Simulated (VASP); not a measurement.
Input of a VASP 6.6.1 run:

The input INCAR:

```
PREC     = Accurate       # precision mode
ENCUT    = 520            # plane-wave cutoff, eV
EDIFF    = 1E-7           # SCF threshold, eV
ISMEAR   = 0              # smearing method
SIGMA    = 0.011          # smearing width, eV
LREAL    = False          # projectors in reciprocal space
LASPH    = True           # aspherical terms in the spheres
NELM     = 100            # most SCF steps
ALGO     = Normal         # electronic algorithm
ISIF     = 2              # what is computed and relaxed
LWAVE    = False          # write WAVECAR
LCHARG   = False          # write CHGCAR
GGA      = PE             # functional
NBANDS   = 18             # bands
```

Contents of KPOINTS:

```
regular mesh
0
Gamma
  9 9 5
```

POSCAR

```
PtS2
1.0
    3.5432000000      0.0000000000      0.0000000000
   -1.7716000000      3.0685012107      0.0000000000
    0.0000000000      0.0000000000      5.0388000000
Pt S
1 2
Direct
    0.0000000000      0.0000000000      0.0000000000
    0.6666666667      0.3333333333      0.7730000000
    0.3333333333      0.6666666667      0.2270000000
```

Potentials or basis: VASP PAW PBE potentials, release 64 (Pt, S).

Launch:

```console
$ cat potpaw_PBE.64/Pt/POTCAR potpaw_PBE.64/S/POTCAR > POTCAR
$ mpirun -np 1 vasp_std > vasp.out
```

Question: Predict the largest force.

Answer: 1.213 eV/Å.

Question: Predict the pressure.

Answer: 11.1 GPa.

Stress tensor (GPa, compression positive):
```
11.57  0.00  0.00
 0.00 11.57  0.00
 0.00  0.00 10.09
```

Caveat: forces of over 1 eV/Å show positions far from the minimum, so gaps and moduli don't describe the material at rest.
